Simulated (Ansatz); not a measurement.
A 2-atom cell of BN (Fmm2) from a materials database was relaxed with 3 functionals in Ansatz 0.2.0, cell and atoms free, the symmetry of the start kept (meshes: PBE-D3(BJ) 10×10×10, r2SCAN+rVV10 10×10×10, PBE-D4 10×10×10). No spin polarisation and no zero-point or thermal motion.

The r2SCAN+rVV10 result:
```yaml
crystal:
  lattice:
    - [0.00000, 3.29286, 2.16328]
    - [1.25096, 0.00000, 2.16328]
    - [1.25096, 3.29286, 0.00000]
  atoms:
    - { symbol: B, position: [0.00011, 0.00011, 0.99989] }
    - { symbol: N, position: [0.66659, 0.66659, 0.33341] }
```

Space group Fmm2 (No. 42), orthorhombic; conventional cell a = 2.502 Å, b = 6.586 Å, c = 4.327 Å, 8.91 Å³ an atom. Around B lie 3 N at 1.44 Å; around N lie 3 B at 1.44 Å.

Problem. Order the functionals by the relaxed volume, smallest first.
A. r2SCAN+rVV10
B. PBE-D3(BJ)
C. PBE-D4

Solution. A (8.91 Å³/atom), C (9.00 Å³/atom), B (9.08 Å³/atom).

Problem. How does the cell change with PBE-D4?

Solution. a = 2.508 Å, b = 6.614 Å, c = 4.338 Å; the volume differs by +1.0 % from r2SCAN+rVV10's. B has 3 N at 1.45 Å; N has 3 B at 1.45 Å.

Problem. How does the cell change with PBE-D3(BJ)?

Solution. a = 2.508 Å, b = 6.679 Å, c = 4.338 Å; the volume differs by +1.9 % from r2SCAN+rVV10's. B is surrounded by 3 N at 1.45 Å; N is surrounded by 3 B at 1.45 Å.
